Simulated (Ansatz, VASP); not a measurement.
## One calculation of BiTe, two programs

INCAR

```
SYSTEM = BiTe
ALGO = Normal ; EDIFF = 1E-6
ENCUT = 520 ; GGA = PE
ISIF = 2 ; ISMEAR = 0
LASPH = .TRUE. ; LCHARG = .FALSE.
LREAL = .FALSE. ; LWAVE = .FALSE.
NBANDS = 18 ; NELM = 80
PREC = Accurate ; SIGMA = 0.027000000000000003
```

KPOINTS

```
k-points
0
G
  7 7 7
  0 0 0
```

File POSCAR:

```
BiTe
1.0
    2.4227077728      1.3987509848      3.3172919545
   -2.4227077728      1.3987509848      3.3172919545
    0.0000000000     -2.7975019696      3.3172919545
Bi Te
1 1
Direct
    0.5000000000      0.5000000000      0.5000000000
    0.0000000000      0.0000000000      0.0000000000
```

File input.yaml:

```yaml
crystal:
  lattice:
    - [2.4227077728, 1.3987509848, 3.3172919545]
    - [-2.4227077728, 1.3987509848, 3.3172919545]
    - [0.0, -2.7975019696, 3.3172919545]
  atoms:
    - { symbol: Bi, position: [0.5, 0.5, 0.5] }
    - { symbol: Te, position: [0.0, 0.0, 0.0] }
hamiltonian:
  xc: pbe
  pseudopotentials: { kind: paw }
kpoints:
  mp_grid: { grid: [7, 7, 7] }
scf:
  occupations: { method: gaussian, width: 0.027 }
output:
  forces: true
  stress: true
  eigenvalues: true
```

The cell comes from a database or a generator and needn't be the stable form of this composition.

Alike in both runs: task single point; functional PBE; k mesh 7 × 7 × 7; occupations gaussian, width 0.027 eV; no spin polarisation.

|  | VASP | Ansatz |
| --- | --- | --- |
| version | VASP 6.6.1 | Ansatz 0.2.0 |
| potentials or method | VASP PAW PBE potentials, release 64 (Bi_d, Te) | Ansatz PAW |
| plane-wave cutoff (eV) | 520 | 420 |
| valence electrons in the cell | 21 | 31 |

VASP gave:

* gap on the k mesh at the Fermi level (eV): none
* pressure (GPa): 0.1
* largest component of the traceless stress (GPa): 0.16

**Question.** What did Ansatz give for the same quantities?

**Answer.** gap on the k mesh at the Fermi level (eV): none; pressure (GPa): 0.2; largest component of the traceless stress (GPa): 0.16.

A gap of «none» marks a metal or a gap that the smearing closes. The two sets of potentials don't hold the same shells in valence.

Caveats: spin-orbit coupling is left out, which moves the levels of the heavy elements.
